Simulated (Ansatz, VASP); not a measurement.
**Be in VASP and in Ansatz**

Contents of INCAR:

```
SYSTEM = Be
PREC = Accurate
ENCUT = 520
EDIFF = 1E-7
ISMEAR = -1
SIGMA = 0.05
LREAL = .False.
LASPH = .True.
NELM = 100
ALGO = Normal
ISIF = 2
LWAVE = .False.
LCHARG = .False.
GGA = PE
NBANDS = 9
```

The input KPOINTS:

```
regular mesh
0
Gamma
  13 13 8
  0 0 0
```

The input POSCAR:

```
Be
1.0
    2.3004348782      0.0000000000      0.0000000000
   -1.1502174391      1.9922350443      0.0000000000
    0.0000000000      0.0000000000      3.6079371156
Be
2
Direct
    0.6666666667      0.3333333333      0.7500000000
    0.3333333333      0.6666666667      0.2500000000
```

The input input.yaml:

```yaml
crystal:
  lattice:
    - [2.3004348782, 0.0, 0.0]
    - [-1.1502174391, 1.9922350443, 0.0]
    - [0.0, 0.0, 3.6079371156]
  atoms:
    - { symbol: Be, position: [0.6666666667, 0.3333333333, 0.75] }
    - { symbol: Be, position: [0.3333333333, 0.6666666667, 0.25] }
hamiltonian:
  xc: pbe
  pseudopotentials: { kind: paw }
kpoints:
  mp_grid: { grid: [13, 13, 8] }
scf:
  occupations: { method: fermi_dirac, width: 0.05 }
output:
  forces: true
  stress: true
  eigenvalues: true
  write_density: true
  write_potential: true
  elf: true
  volumetric_format: npy
```

Change from the starting cell: volume scaled by 1.02.

Alike in both runs: task single point; functional PBE; k mesh 13 × 13 × 8; occupations fermi-dirac, width 0.05 eV; no spin polarisation.

|  | VASP | Ansatz |
| --- | --- | --- |
| version | VASP 6.6.1 | Ansatz 0.2.0 |
| potentials or method | VASP PAW PBE potentials, release 64 (Be) | Ansatz PAW |
| plane-wave cutoff (eV) | 520 | 420 |
| valence electrons in the cell | 4 | 4 |

```csv
,VASP,Ansatz,Ansatz less VASP
gap on the k mesh at the Fermi level (eV),none,none,-
pressure (GPa),-4.9,-5.0,-0.13
largest component of the traceless stress (GPa),0.91,0.94,+0.025
```

A gap of «none» marks a metal or a gap that the smearing closes.
